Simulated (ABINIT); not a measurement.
TaN, 2 atoms in the cell. Symmetry: Fm-3m, No. 225, cubic system. Conventional cell: a = 4.423 Å, b = 4.423 Å, c = 4.423 Å, α = 90.00°, β = 90.00°, γ = 90.00°. Ta (site symmetry m-3m) has 6 N at 2.21 Å as nearest neighbours. N (site symmetry m-3m) has 6 Ta at 2.21 Å as nearest neighbours. The cell comes from a database or a generator and needn't be the stable form of this composition.

```yaml
Program: ABINIT 10.8.3 (patched build)
Task: single point
Functional: PBE
Potentials_or_basis: JTH PAW PBE v2.0
Cutoff: 844 eV
k_mesh: 10 × 10 × 10
Occupations: fermi-dirac, width 0.05 eV
Spin: no spin polarisation
Fine-grid_cutoff: 1442.2 eV
```

Potentials or basis: JTH PAW PBE v2.0.

The run is started by

```console
$ abinit run.abi > log 2>&1
```

Hardware: 1 thread of Arm Neoverse V2, with other jobs on the host.

Question: Estimate the wall time of this run.

Answer: It took 38 s on 1 thread of Arm Neoverse V2, with other jobs on the host, peak memory 0.12 GiB. Counts: scf iterations 23, mpi ranks 1, k points 47, bands 13, plane waves 1224.
